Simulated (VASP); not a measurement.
Results of a VASP single-point calculation on CaSe (zincblende)

POSCAR

```
Ca Se
 1.0000000000000000
     0.0000000000000000    3.2795613700259110    3.2795613700259110
     3.2795613700259110    0.0000000000000000    3.2795613700259110
     3.2795613700259110    3.2795613700259110    0.0000000000000000
 Ca  Se
   1   1
Cartesian
  0.0000000000000000  0.0000000000000000  0.0000000000000000
  1.6397806850129553  1.6397806850129553  1.6397806850129553
```

```yaml
gap_between_bands_v_and_c: 4.09 eV
least_direct_gap: 4.17 eV
```

Band v is the last that the valence electrons fill when counted band by band, and c is the next. Levels in eV from the top of v:

```tsv
point	v−1	v	c	c+1
Γ	-0.08	-0.08	4.09	6.85
X	-0.08	-0.08	4.50	6.18
W	-0.77	-0.14	4.83	6.29
K	-0.54	-0.04	4.87	6.33
L	-0.01	-0.01	6.22	6.88
```

Task: Which of these levels of theory gave these results?
A. r²SCAN
B. PBE
C. PBEsol
D. PBE0
E. PBE with spin–orbit coupling
F. LDA
G. HSE06

Result: G.

The INCAR was:

```
SIGMA = 0.01
ISMEAR = 0
NELM = 120
LCHARG = .FALSE.
EDIFF = 1E-7
ENCUT = 520
LWAVE = .FALSE.
PRECFOCK = Fast
LASPH = .TRUE.
ALGO = Normal
LREAL = .FALSE.
GGA = PE
IBRION = -1
ISTART = 1
PREC = Accurate
AEXX = 0.25
ISIF = 2
NSW = 0
LHFCALC = .TRUE.
NBANDS = 15
HFSCREEN = 0.2079
```
